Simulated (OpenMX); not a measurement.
PtS2 under changes of volume

One of the cells (18.261 Å³/atom); the others are scaled copies at fixed shape and fractional positions:

```
Pt S
1.0
     3.54320    0.00000    0.00000
    -1.77160    3.06850    0.00000
     0.00000    0.00000    5.03880
Pt S
1 2
Direct
  0.00000 0.00000 0.00000
  0.66667 0.33333 0.77300
  0.33333 0.66667 0.22700
```

| Property | Result |
| --- | --- |
| Program | OpenMX 3.8.5 |
| Functional | PBE |
| Potentials or basis | OpenMX 2013 PBE set, Pt7.0-s3p2d2, S7.0-s2p2d1, fixed grid of 36 × 36 × 60 points |
| k mesh | 9 × 9 × 5 |
| Occupations | fermi-dirac, width 0.05 eV |
| Spin | no spin polarisation |

```csv
volume (Å³/atom),energy over the lowest point (meV/atom),gap on the mesh (eV),largest force (eV/Å)
17.165,237.69,1.05,3.223
17.531,174.29,1.02,2.785
17.896,?,?,?
18.261,78.95,0.96,2.011
18.626,44.91,0.93,1.668
18.992,18.88,0.90,1.350
19.357,0.00,0.87,1.059
```

Q: What does the run at 17.896 Å³/atom give?

A: Energy over the lowest point 121.77 meV/atom; gap on the mesh 0.99 eV; largest force 2.381 eV/Å.

Worked out: A Birch-Murnaghan fit of order 3 (a polynomial in V^(-2/3)) to the other rows has no minimum within the range. It gives 121.76 meV/atom at 17.896 Å³/atom, against the run's 121.77. A straight line through the other rows of the gap, of slope -1.5 eV per unit of ln V, gives 0.99 eV, against the run's 0.99.

Energies are extrapolated to zero smearing.

Caveats: spin-orbit coupling is left out, which moves the levels of the heavy elements; an odd mesh through Γ misses points on the zone boundary, where band edges often lie; the basis of atomic orbitals isn't converged, which shifts pressures, moduli and gaps; forces of over 1 eV/Å show positions far from the minimum, so gaps and moduli don't describe the material at rest.
